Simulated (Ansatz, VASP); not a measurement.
**In in VASP and in Ansatz**

```xyz
1
Lattice="-1.6255 1.6255 2.4737 1.6255 -1.6255 2.4737 1.6255 1.6255 -2.4737" Properties=species:S:1:pos:R:3 pbc="T T T"
In    0.0000    0.0000    0.0000
```

Alike in both runs: task single point; functional PBE; k mesh 11 × 11 × 11; occupations gaussian, width 0.05 eV; no spin polarisation.

|  | VASP | Ansatz |
| --- | --- | --- |
| version | VASP 6.6.1 | Ansatz 0.2.0 |
| potentials or method | VASP PAW PBE potentials, release 64 (In_d) | Ansatz PAW |
| plane-wave cutoff (eV) | 520 | 420 |
| valence electrons in the cell | 13 | 13 |

|  | VASP | Ansatz | Ansatz less VASP |
| --- | --- | --- | --- |
| gap on the k mesh at the Fermi level (eV) | none | none | - |
| pressure (GPa) | 2.0 | 2.0 | +0.05 |
| largest component of the traceless stress (GPa) | 0.38 | 0.38 | -0.001 |

A gap of «none» marks a metal or a gap that the smearing closes. With one functional, cell and mesh, what is left measures potentials, basis and numerics.
